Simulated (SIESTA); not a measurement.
Crystal: SnO.

```
Sn O
1.0
     3.81370    0.00000    0.00000
     0.00000    3.81370    0.00000
     0.00000    0.00000    4.88691
Sn O
2 2
Direct
  0.50000 0.00000 0.76463
  0.00000 0.50000 0.23537
  0.00000 0.00000 0.00000
  0.50000 0.50000 0.00000
```

The cell is a database's computed one.

```yaml
Program: SIESTA 5.4.2
Task: single point
Functional: PBEsol
Potentials_or_basis: PseudoDojo 0.4 standard (PBEsol files)
Basis: DZP (energy shift 0.003 Ry; two zetas on semicore shells)
Grid_cutoff: 800 Ry
Energy_shift: 0.003 Ry
k_mesh: 7 × 7 × 6
Occupations: fermi-dirac, width 0.05 eV
Spin: no spin polarisation
```

On this cell: pressure 2.5 GPa; largest force 0.641 eV/Å; band gap on the k mesh 0.36 eV, indirect (least direct gap 1.88 eV).

The same run follows on a disturbed copy (atoms moved at random, drawn with an rms of 0.05 Å):

```
CELL_PARAMETERS angstrom
3.81370 0.00000 0.00000
0.00000 3.81370 0.00000
0.00000 0.00000 4.88691
ATOMIC_POSITIONS crystal
Sn 0.50918 0.99567 0.76977
Sn 0.00319 0.50075 0.22490
O 0.00685 0.00345 0.99809
O 0.49356 0.49563 0.99839
```

**Question.** What does the disturbed cell give?

**Answer.** The energy moves by +23.0 meV/atom; pressure 5.3 GPa; largest force 1.492 eV/Å; band gap on the k mesh 0.57 eV, indirect (least direct gap 1.77 eV).

Forces on the atoms (eV/Å):
```
Sn  -0.118  0.047 -1.386
Sn  -0.154  0.012  1.484
O   -0.170 -0.193 -0.031
O    0.442  0.134 -0.067
```

Stress tensor (GPa, compression positive):
```
 5.39  0.04 -0.29
 0.04  5.24  0.05
-0.29  0.05  5.19
```

Caveats: spin-orbit coupling is left out, which moves the levels of the heavy elements; an odd mesh through Γ misses points on the zone boundary, where band edges often lie; the basis of atomic orbitals isn't converged, which shifts pressures, moduli and gaps.
